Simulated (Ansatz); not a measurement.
# BN: the cost of one run

Program: the Python package of Ansatz 0.2.0. Level of theory: DFT PBEsol, plane waves, PAW. These are calculated values, not measurements.

The COD entry's cell or inner coordinates are ideal or old and differ from later refinements, so a difference from it is no clean test against experiment.

## (1) Starting point

The structure is hexagonal, space group P6_3/mmc (No. 194). Conventional cell: a = 2.498 Å, b = 2.498 Å, c = 6.636 Å, α = 90.00°, β = 90.00°, γ = 120.00°. Around B (site symmetry -6m2) lie 3 N at 1.44 Å. Around N (site symmetry -6m2) lie 3 B at 1.44 Å.

No structure file is read: the coordinates are typed or built in the script.

## (2) The script

run_kconv.py reads:

```python
import logging
import sys

import ansatz as az

logging.basicConfig(stream=sys.stdout, format='%(levelname)s %(message)s')
logger = logging.getLogger('run')
logger.setLevel(logging.INFO)

xtal = (
    az.Lattice.from_parameters(2.49824, 2.49824, 6.6357, alpha=90.0, beta=90.0, gamma=120.0)
    .atom('B', [1 / 3, 2 / 3, 0.25])
    .atom('B', [2 / 3, 1 / 3, 0.75])
    .atom('N', [1 / 3, 2 / 3, 0.75])
    .atom('N', [2 / 3, 1 / 3, 0.25])
)

job = (
    xtal.calculation()
    .functional(az.Functional.PBESOL)
    .basis(16 * az.Ha)
    .occupations(az.OccupationsMethod.FIXED)
    .pseudopotentials('paw')
    .band_table()
)

rows = []
for value in [(3, 3, 1), (6, 6, 2), (12, 12, 4), (18, 18, 4)]:
    summary = job.kpoints(*value).run().report
    rows.append((value, summary['free_energy_ev'] / len(summary['lattice']['sites']), summary['n_iterations'], summary['gap_by_band_count_ev'], summary['n_kpoints']))

logger.info('        mesh   F/atom (eV)    iterations  gap by band count (eV)      k-points')
for row in rows:
    logger.info(f'{str(row[0]):>12s}  {row[1]:12.5f}  {row[2]:12d}  {row[3]:22.3f}  {row[4]:12d}')

for row in rows[:-1]:
    shift = 1000 * (row[1] - rows[-1][1])
    logger.info(f'{row[0]}: {shift:+.2f} meV/atom' + ('  (within 5 meV)' if abs(shift) < 5 else ''))
```

## (3) The input behind the calls

The engine receives this input (first run):

```yaml
crystal:
  lattice:
    a: 2.49824
    b: 2.49824
    c: 6.6357
    alpha: 90.0
    beta: 90.0
    gamma: 120.0
  atoms:
    - { symbol: B, position: [0.3333333333333333, 0.6666666666666666, 0.25] }
    - { symbol: B, position: [0.6666666666666666, 0.3333333333333333, 0.75] }
    - { symbol: "N", position: [0.3333333333333333, 0.6666666666666666, 0.75] }
    - { symbol: "N", position: [0.6666666666666666, 0.3333333333333333, 0.25] }
basis:
  ecutwfc: 435.382179935808
kpoints:
  mp_grid:
    grid: [3, 3, 1]
hamiltonian:
  xc: pbesol
  pseudopotentials:
    kind: paw
scf:
  occupations:
    method: fixed
output:
  eigenvalues: true
```

## (4) The run

The run is started by

```console
python run_kconv.py
```

**Question.** How long does this script take on 1 thread of Arm Neoverse V1, shared host, and how much memory does it need?

About 4.8 s, with a peak of 0.36 GiB.
